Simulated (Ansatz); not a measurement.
Bulk crystal (P) after relaxation:

```cif
data_structure
_symmetry_space_group_name_H-M 'Cmce'
_symmetry_Int_Tables_number 64
_cell_length_a 3.2996
_cell_length_b 11.0199
_cell_length_c 4.5553
_cell_angle_alpha 90.000
_cell_angle_beta 90.000
_cell_angle_gamma 90.000
_cell_volume 165.64
loop_
_atom_site_label
_atom_site_type_symbol
_atom_site_symmetry_multiplicity
_atom_site_Wyckoff_symbol
_atom_site_fract_x
_atom_site_fract_y
_atom_site_fract_z
_atom_site_occupancy
P1 P 8 f 0.00000 0.90457 0.91156 1
```

Miller indices refer to the conventional cell of Cmce (No. 64), a = 3.300 Å, b = 11.020 Å, c = 4.555 Å, α = 90.00°, β = 90.00°, γ = 90.00°. The bulk's gap is 0.24 eV.

The (010) slab of 6 planes, 13.1 Å thick with 15 Å of vacuum as cut; outer planes P (top) and P (bottom).

All numbers below come from DFT r2SCAN, scalar-relativistic, plane waves, PAW in Ansatz 0.2.0. Plane waves to 500 eV, a k mesh through Γ of 11×8×1 on the computed 12-atom cell and Gaussian smearing (0.05 eV); no spin polarisation. The cell repeats along c with a dipole correction in the vacuum.

The surface energy is small: either the cut is weakly bound (this functional has no dispersion correction), or the bulk reference is not the lowest structure.

Results for the relaxed slab:

| Quantity | Value |
| --- | --- |
| Surface energy (mean of both faces) | 0.07 J/m² |
| Gap of the slab on the mesh | 0.52 eV |
| Bulk valence band top under the vacuum level | 4.62 eV |
| Bulk conduction band bottom under the vacuum level | 4.37 eV |

Relaxation lowers the energy by 0.000 J/m² a face; the largest move is 0.014 Å.

```
plane (bottom to top) atoms spacing to next, bulk (Å) relaxed (Å) change (%)
                    1     P2                      2.103        2.100        -0.1
                    2     P2                      3.407        3.395        -0.3
                    3     P2                      2.103        2.103         0.0
                    4     P2                      3.407        3.395        -0.3
                    5     P2                      2.103        2.100        -0.1
                    6     P2
```

An odd mesh misses points on the zone edge, so a gap read on it can be too wide. Gaps are read on the k points sampled, so a band crossing between them can be missed.